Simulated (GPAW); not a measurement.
The system is TiC.

```
Ti C
1.0
     0.00000    2.16572    2.16572
     2.16572    0.00000    2.16572
     2.16572    2.16572    0.00000
Ti C
1 1
Direct
  0.00000 0.00000 0.00000
  0.50000 0.50000 0.50000
```

The cell is a database's computed one.

| Property | Result |
| --- | --- |
| Program | GPAW 26.7.0 |
| Task | single point |
| Functional | PBE |
| Potentials or basis | GPAW PAW data sets (gpaw-data 1.2.1) |
| Cutoff | 800 eV |
| Basis | pw |
| k mesh | 11 × 11 × 11 |
| Occupations | fermi-dirac, width 0.05 eV |
| Spin | no spin polarisation |

On this cell: pressure 0.9 GPa; largest force zero by symmetry; band gap on the k mesh none (metal or under the smearing width).

The same run follows on a disturbed copy (atoms moved at random, drawn with an rms of 0.05 Å):

```
Ti C
1.0
     0.00000    2.16572    2.16572
     2.16572    0.00000    2.16572
     2.16572    2.16572    0.00000
Ti C
1 1
Direct
  0.98208 0.02153 0.99282
  0.48439 0.50743 0.51417
```

Task: What does the disturbed cell give?

Result: The energy (extrapolated to zero smearing) moves by +8.4 meV/atom; pressure 1.4 GPa; largest force 0.556 eV/Å; band gap on the k mesh none (metal or under the smearing width).

Forces in eV/Å, atoms in the order of the input:
```
Ti   0.149  0.479 -0.241
C   -0.148 -0.479  0.241
```

Stress tensor (GPa, compression positive):
```
 1.09 -0.13  0.07
-0.13  1.80  0.21
 0.07  0.21  1.22
```
